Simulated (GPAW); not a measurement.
Runs of GPAW 26.7.0 on CdSe (Cadmoselite). The structure is hexagonal, space group P6_3mc (No. 186). The conventional cell has a = 4.300 Å, b = 4.300 Å, c = 7.020 Å, α = 90.00°, β = 90.00°, γ = 120.00°. Cd (site symmetry 3m) is surrounded by 4 Se at 2.61 to 2.70 Å. Around Se (site symmetry 3m) lie 4 Cd at 2.61 to 2.70 Å. 

| task | level | potentials or basis | spin | cell | band path | band points | spin axis theta (degrees) | spin axis phi (degrees) | soc after scf | gap on the mesh (eV) | pressure (GPa) | V0 of scaled cells (Å³/atom) | relaxed volume (Å³/atom) | B0 (GPa) | largest force (eV/Å) |
| --- | --- | --- | --- | --- | --- | --- | --- | --- | --- | --- | --- | --- | --- | --- | --- |
| band structure | BEEF-vdW | GPAW PAW data sets (gpaw-data 1.2.1), pw | SOC, no magnetisation | as given | GMKGALHA,LM,KH | 60 | 90 | 45 | second variation | 0.69 | - | - | - | - | 0.30 |
| equation of state | LDA | PAW data sets generated in the run's folder for this functional, pw | off | as given | - | - | - | - | - | - | - | (b) | - | 58 | - |
| relaxation of cell and atoms | AM05 | PAW data sets generated in the run's folder for this functional, pw | off | relaxed | - | - | - | - | - | (a) | -0.1 | - | (c) | - | 0.01 |
| equation of state | C09-vdW | GPAW PAW data sets (gpaw-data 1.2.1), pw | off | as given | - | - | - | - | - | - | - | 28.51 | - | 51 | - |
| relaxation of cell and atoms | revPBE+D4 | the program's PAW data sets (release 1.2.1) made for this functional, pw | off | relaxed | - | - | - | - | - | 0.78 | 0.0 | - | 28.40 | - | 0.02 |

Alike in all rows: k mesh 5 × 5 × 3; cutoff (eV) 600; smearing fermi-dirac 0.05 eV.

Q: Estimate the missing entries.

A: (a) 0.62; (b) 27.10; (c) 28.37.

Caveats: the PAW data sets were made with another functional, which shifts forces and pressure a little (some runs); the cell was scaled at fixed shape and fractional positions, which overstates the stiffness of a crystal with free parameters, most of all of layers and chains (some runs); later steps reuse the first step's grids (some runs); spin-orbit coupling was added after a scalar SCF, so levels and gaps hold it while energy, forces, pressure and moments don't (some runs); this program's spin-orbit splittings come out too wide for heavy elements (some runs).

A k mesh can miss the band edges, and rows without SOC leave out spin-orbit coupling on Cd, Se.

Runs at the PBE level aren't shown here.
